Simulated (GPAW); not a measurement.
Input of a GPAW 26.7.0 run:

Contents of run.py:

```python
from ase.filters import FrechetCellFilter
from ase.io import read, write
from ase.optimize import BFGS
from gpaw import GPAW, PW

atoms = read('Pt.xyz')

calc = GPAW(mode=PW(600),
            xc='PBE',
            kpts={'size': (12, 12, 12), 'gamma': True},
            occupations={'name': 'fermi-dirac', 'width': 0.05},
            nbands=17,
            convergence={'density': 1e-05, 'forces': 0.0001},
            maxiter=150,
            txt='gpaw.txt')
atoms.calc = calc
opt = BFGS(FrechetCellFilter(atoms), trajectory='relax.traj', logfile='-')
done = opt.run(fmax=0.02, steps=40)
calc.write('gs.gpw')
write('result.traj', atoms)
print('Converged:', done)
print('Cell:', atoms.cell.cellpar().round(4))
print('Volume:', round(atoms.get_volume(), 4))
print(atoms.get_scaled_positions().round(5))
```

The input Pt.xyz:

```xyz
1
Lattice="0.0000000000 1.9609000000 1.9609000000 1.9609000000 0.0000000000 1.9609000000 1.9609000000 1.9609000000 0.0000000000" Properties=species:S:1:pos:R:3 pbc="T T T"
Pt     0.0000000000      0.0000000000      0.0000000000
```

Potentials or basis: GPAW PAW data sets (gpaw-data 1.2.1), pw.

Command:

```sh
$ OMP_NUM_THREADS=1 python run.py
```

(1) Estimate the relaxed cell.

(2) Predict the relaxed volume.

Answers

(1) a = 2.807 Å, b = 2.807 Å, c = 2.807 Å, α = 60.00°, β = 60.00°, γ = 60.00°.

(2) 15.64 Å³/atom.

Caveat: later steps reuse the first step's grids.
